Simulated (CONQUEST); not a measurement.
# Os (P6_3/mmc) in CONQUEST: a series of runs

The runs below take Os through equation of state, with PBE.

Program: CONQUEST 1.3. These are calculated values, not measurements. Logs are shortened: lines on timing, memory, paths and dates and some standing lists are left out, and cuts for length are marked.

## (1) The crystal as given

Symmetry: P6_3/mmc, No. 194, hexagonal system. The conventional cell has a = 2.734 Å, b = 2.734 Å, c = 4.320 Å, α = 90.00°, β = 90.00°, γ = 120.00°. Os (site symmetry -6m2) is surrounded by 12 Os at 2.68 to 2.73 Å.

## (2) Equation of state, PBE, 13.14 Å³/atom (volume scaled by 0.94)

Conquest_input reads:

```
IO.Title Os
IO.Coordinates coords.dat
IO.FractionalAtomicCoords T
IO.Iprint 2
IO.Iprint_init 1
General.NumberOfSpecies 1
General.PseudopotentialType hamann
AtomMove.TypeOfRun static
AtomMove.FullStress T
Grid.PointsAlongX 32
Grid.PointsAlongY 48
Grid.PointsAlongZ 48
DM.SolutionMethod diagon
Diag.MPMesh T
Diag.GammaCentred T
Diag.MPMeshX 10
Diag.MPMeshY 6
Diag.MPMeshZ 6
Diag.kT 0.00183747
minE.SCTolerance 1e-6
SC.MaxIters 100
IO.AtomChargeOutput T
%block ChemicalSpeciesLabel
1 190.200 Os
%endblock
```

coords.dat reads:

```
    5.0612277411     0.0000000000     0.0000000000
    0.0000000000     7.9964103265     0.0000000000
    0.0000000000     0.0000000000     8.7663035965
4
  0.0000000000   0.7500000000   0.3333333330 1 T T T
  0.5000000000   0.7500000000   0.8333333330 1 T T T
  0.0000000000   0.2500000000   0.6666666670 1 T T T
  0.5000000000   0.2500000000   0.1666666670 1 T T T
```

Potentials or basis: PseudoDojo NC PBE, SZP, grid of 32 × 48 × 48 points.

Started as:

```console
$ Conquest
```

Log:

```text
Simulation cell dimensions:     5.0612 a0 x     7.9964 a0 x     8.7663 a0

      Atomic coordinates (a0)
         Atom         X         Y         Z  Species
            1    0.0000    5.9973    2.9221        1
            2    2.5306    5.9973    7.3053        1
            3    0.0000    1.9991    5.8442        1
            4    2.5306    1.9991    1.4611        1

         Monkhorst-Pack mesh:  10 x   6 x   6 gamma-centred
        This calculation includes non-local pseudopotentials,
         with a maximum core radius of      7.39596788

    Job title: Os
    Job to be run: static calculation

    Ground state search:
      Support functions represented with PAO basis
      1:1 PAO to SF mapping
      Non-spin-polarised electrons
      Solving for the K matrix using diagonalisation
      Using Fermi-Dirac smearing

    Integration grid size:     32 x   48 x   48

    Integration grid spacing:  0.158 a0 x 0.167 a0 x 0.183 a0

    Number of species:  1
    --------------------------------------------------------
    |   #  mass (au)  Charge (e)  SF Rad (a0)  NSF  Label  |
    --------------------------------------------------------
    |   1    190.200      16.000        7.671   13  Os     |
    --------------------------------------------------------
          SCF tolerance:                 0.00000100
          SCF iterations:               100

    The functional used will be GGA PBE96

           radial cut-off to be used is taken to be max PAO cut-off radius for this species:    7.395968

           greatest ang. mom. for making density from PAOs:  2
    Minimum blocs/proc is     1152. Maximum blocs/proc is     1152
    set_atom_dens: In set_atomic_density, electrons :      64.000000000000
 matrix_size & matrix_size_padH =           52          52

    Screened ion int: energy:    -294.048049840894 Ha

    new_SC_potl: Starting.  Tolerance:  0.10000E-05

    PulayMixSC: Starting Pulay mixing, A_up =  0.500 A_dn =  0.500
    PulayMixSC: Spin non-polarised calculation.
          Harris-Foulkes Energy            :      -404.616274949183321 Ha
          GroundState Energy (E-(1/2)TS)   :      -404.616624156700198 Ha
          Free Energy (E-TS)               :      -404.616973364217131 Ha
          DFT Total Energy                 :      -404.615156221771315 Ha
          Total number of electrons        :        64.000000000002743
    PulayMixSC: Pulay iteration     1 residual:              0.74047E-03
          Harris-Foulkes Energy            :      -404.615619626103751 Ha
          GroundState Energy (E-(1/2)TS)   :      -404.615970556169088 Ha
          Free Energy (E-TS)               :      -404.616321486234426 Ha
          DFT Total Energy                 :      -404.615605122630313 Ha
          Total number of electrons        :        64.000019830552347
    PulayMixSC: Pulay iteration     2 residual:              0.34823E-03
          Harris-Foulkes Energy            :      -404.615664536977818 Ha
          GroundState Energy (E-(1/2)TS)   :      -404.616016814430168 Ha
          Free Energy (E-TS)               :      -404.616369091882575 Ha
          DFT Total Energy                 :      -404.615654260093947 Ha
          Total number of electrons        :        64.000036682828451
    PulayMixSC: Pulay iteration     3 residual:              0.41878E-04
          Harris-Foulkes Energy            :      -404.615657769491975 Ha
          GroundState Energy (E-(1/2)TS)   :      -404.616009806957891 Ha
          Free Energy (E-TS)               :      -404.616361844423750 Ha
          DFT Total Energy                 :      -404.615657763597767 Ha
          Total number of electrons        :        64.000040852875941
    PulayMixSC: Pulay iteration     4 residual:              0.74280E-06
    PulayMixSC: Reached SCF tolerance of  0.74280E-06 after      4 iterations
      | Number of electrons      =        64.000041
      |* band energy as 2Tr[K.H] =       -85.471222793781664 Ha
      |  screened ion-ion energy =      -294.048049840893782 Ha
      |  Ha correction           =         0.540032924745157 Ha
      |  XC correction           =       -25.636425480633662 Ha
      | GS Energy as E-(1/2)TS   =      -404.616009806957891 Ha
      | Free Energy as E-TS      =      -404.616361844423750 Ha
      |* Harris-Foulkes energy   =      -404.615657769491975 Ha
      |* DFT total energy        =      -404.615657763597767 Ha
      |  estimated accuracy      =        -0.000000005894208 Ha

    force: Forces on atoms (Ha/a0)
    force:  Atom   X              Y              Z
    force:     1  -0.0000000000   0.0000000000  -0.0014689703
    force:     2   0.0000000000   0.0000000000  -0.0014689703
    force:     3  -0.0000000000   0.0000000000   0.0014689703
    force:     4   0.0000000000   0.0000000000   0.0014689703

    force: Maximum force :        0.00146897(Ha/a0) on atom         3 in z direction
    force: Force Residual:        0.00146897 Ha/a0
    force: Total stress:        -61.20243029     0.00000000     0.00000000 GPa
                            -0.00000000   -60.58834434     0.00000000
                             0.00000000     0.00000000   -61.61084826
    force: Average pressure:     61.13387430 GPa

    force: Finished force
    get_E_and_F: Change in energy during last step of electronic optimisation:  0.67675E-05

    BIBLIOGRAPHY: Please consider citing the following references in the conquest.bib file

    CONQUEST:         Bowler2002pt, Miyazaki2004, Nakata2020
    Basis:            Bowler2019
    DM:               Bowler:2006xr
    Pseudopotentials: Hamann2013, Bowler2019
    XC functional:    Perdew1996
```

Run time: 80 s. Hardware: 1 thread of Intel Xeon Platinum 8259CL at 2.50GHz (Skylake/Cascade Lake), shared host; peak memory 0.79 GiB.

Results:

```yaml
Free_energy: -11010.1721 eV
Pressure: 61.1 GPa
Largest_force: 0.076 eV/Å
Band_gap_on_the_k_mesh: none (metal or under the smearing width)
```

Caveat: the atomic basis is small; the cell as given lies far from equilibrium; the basis of atomic orbitals isn't converged, which shifts pressures, moduli and gaps.

## (3) Equation of state, PBE, 13.42 Å³/atom (volume scaled by 0.96)

Conquest_input is that of step 2.

coords.dat reads:

```
    5.0968713645     0.0000000000     0.0000000000
    0.0000000000     8.0527249307     0.0000000000
    0.0000000000     0.0000000000     8.8280401630
4
  0.0000000000   0.7500000000   0.3333333330 1 T T T
  0.5000000000   0.7500000000   0.8333333330 1 T T T
  0.0000000000   0.2500000000   0.6666666670 1 T T T
  0.5000000000   0.2500000000   0.1666666670 1 T T T
```

Potentials or basis: PseudoDojo NC PBE, SZP, grid of 32 × 48 × 48 points.

Started as:

```console
$ Conquest
```

It took 82 s on 1 thread of Intel Xeon Platinum 8259CL at 2.50GHz (Skylake/Cascade Lake), shared host; peak memory 0.79 GiB.

The run converged. Its results:

| Item | Value |
| --- | --- |
| Free energy | -11010.5533 eV |
| Pressure | 48.2 GPa |
| Largest force | 0.069 eV/Å |
| Band gap on the k mesh | none (metal or under the smearing width) |

Caveat: the atomic basis is small; the basis of atomic orbitals isn't converged, which shifts pressures, moduli and gaps.

## (4) Equation of state, PBE, 13.70 Å³/atom (volume scaled by 0.98)

Conquest_input is that of step 3.

coords.dat reads:

```
    5.1320233123     0.0000000000     0.0000000000
    0.0000000000     8.1082627197     0.0000000000
    0.0000000000     0.0000000000     8.8889251226
4
  0.0000000000   0.7500000000   0.3333333330 1 T T T
  0.5000000000   0.7500000000   0.8333333330 1 T T T
  0.0000000000   0.2500000000   0.6666666670 1 T T T
  0.5000000000   0.2500000000   0.1666666670 1 T T T
```

Started as:

```console
$ Conquest
```

Wall time 75 s (1 thread of Intel Xeon Platinum 8259CL at 2.50GHz (Skylake/Cascade Lake), shared host); peak memory 0.74 GiB.

Results (log left out):

```yaml
Free_energy: -11010.8497 eV
Pressure: 36.8 GPa
Largest_force: 0.061 eV/Å
Band_gap_on_the_k_mesh: none (metal or under the smearing width)
```

Caveat: the atomic basis is small; the basis of atomic orbitals isn't converged, which shifts pressures, moduli and gaps.

## (5) Equation of state, PBE, 13.98 Å³/atom

Conquest_input is that of step 4.

coords.dat reads:

```
    5.1667001973     0.0000000000     0.0000000000
    0.0000000000     8.1630499405     0.0000000000
    0.0000000000     0.0000000000     8.9489872493
4
  0.0000000000   0.7500000000   0.3333333330 1 T T T
  0.5000000000   0.7500000000   0.8333333330 1 T T T
  0.0000000000   0.2500000000   0.6666666670 1 T T T
  0.5000000000   0.2500000000   0.1666666670 1 T T T
```

Started as:

```console
$ Conquest
```

Wall time 76 s (1 thread of Intel Xeon Platinum 8259CL at 2.50GHz (Skylake/Cascade Lake), shared host); peak memory 0.74 GiB.

It converged, with:

- Free energy: -11011.0699 eV
- Pressure: 26.0 GPa
- Largest force: 0.061 eV/Å
- Band gap on the k mesh: none (metal or under the smearing width)

Caveat: the atomic basis is small; the basis of atomic orbitals isn't converged, which shifts pressures, moduli and gaps.

## (6) Equation of state, PBE, 14.26 Å³/atom (volume scaled by 1.02)

Conquest_input is that of step 5.

coords.dat reads:

```
    5.2009177521     0.0000000000     0.0000000000
    0.0000000000     8.2171114495     0.0000000000
    0.0000000000     0.0000000000     9.0082537926
4
  0.0000000000   0.7500000000   0.3333333330 1 T T T
  0.5000000000   0.7500000000   0.8333333330 1 T T T
  0.0000000000   0.2500000000   0.6666666670 1 T T T
  0.5000000000   0.2500000000   0.1666666670 1 T T T
```

Potentials or basis: PseudoDojo NC PBE, SZP, grid of 32 × 48 × 48 points.

Started as:

```console
$ Conquest
```

Wall time 86 s (1 thread of Intel Xeon Platinum 8259CL at 2.50GHz (Skylake/Cascade Lake), shared host); peak memory 0.74 GiB.

The run converged. Its results:

- Free energy: -11011.2192 eV
- Pressure: 16.9 GPa
- Largest force: 0.057 eV/Å
- Band gap on the k mesh: none (metal or under the smearing width)

Caveat: the atomic basis is small; the basis of atomic orbitals isn't converged, which shifts pressures, moduli and gaps.

## (7) Equation of state, PBE, 14.54 Å³/atom (volume scaled by 1.04)

Conquest_input is that of step 6.

coords.dat reads:

```
    5.2346908917     0.0000000000     0.0000000000
    0.0000000000     8.2704708112     0.0000000000
    0.0000000000     0.0000000000     9.0667505863
4
  0.0000000000   0.7500000000   0.3333333330 1 T T T
  0.5000000000   0.7500000000   0.8333333330 1 T T T
  0.0000000000   0.2500000000   0.6666666670 1 T T T
  0.5000000000   0.2500000000   0.1666666670 1 T T T
```

Started as:

```console
$ Conquest
```

Wall time 85 s (1 thread of Intel Xeon Platinum 8259CL at 2.50GHz (Skylake/Cascade Lake), shared host); peak memory 0.74 GiB.

The run converged. Its results:

```yaml
Free_energy: -11011.3068 eV
Pressure: 8.3 GPa
Largest_force: 0.056 eV/Å
Band_gap_on_the_k_mesh: none (metal or under the smearing width)
```

Caveat: the atomic basis is small; the basis of atomic orbitals isn't converged, which shifts pressures, moduli and gaps.

## (8) Equation of state, PBE, 14.82 Å³/atom (volume scaled by 1.06)

Conquest_input is that of step 7.

coords.dat reads:

```
    5.2680337708     0.0000000000     0.0000000000
    0.0000000000     8.3231503894     0.0000000000
    0.0000000000     0.0000000000     9.1245021471
4
  0.0000000000   0.7500000000   0.3333333330 1 T T T
  0.5000000000   0.7500000000   0.8333333330 1 T T T
  0.0000000000   0.2500000000   0.6666666670 1 T T T
  0.5000000000   0.2500000000   0.1666666670 1 T T T
```

Started as:

```console
$ Conquest
```

Wall time 82 s (1 thread of Intel Xeon Platinum 8259CL at 2.50GHz (Skylake/Cascade Lake), shared host); peak memory 0.69 GiB.

Results (log left out):

- Free energy: -11011.3389 eV
- Pressure: 1.0 GPa
- Largest force: 0.055 eV/Å
- Band gap on the k mesh: none (metal or under the smearing width)

Caveat: the atomic basis is small; the basis of atomic orbitals isn't converged, which shifts pressures, moduli and gaps.

## (9) Equation of state, PBE

Potentials or basis: PseudoDojo NC PBE, SZP, grid of 32 × 48 × 48 points.

This step only gathers the single runs of the series.

What came out:

| Quantity | Value |
| --- | --- |
| Equilibrium volume | 14.85 Å³/atom (rough: see the caveat) |
| Bulk modulus at fixed shape and positions | 381 GPa (rough) |

Energy against volume, from the lowest point:
```csv
volume (Å³/atom),energy (meV/atom)
13.143,291.71
13.423,196.41
13.703,122.30
13.982,67.27
14.262,29.92
14.542,8.03
14.821,0.00
```

Caveat: the minimum lies outside the volumes run; the atomic basis is small; the cell was scaled at fixed shape and fractional positions, which overstates the stiffness of a crystal with free parameters, most of all of layers and chains; the basis of atomic orbitals isn't converged, which shifts pressures, moduli and gaps. Spin-orbit coupling is left out, which matters for the levels of Os.
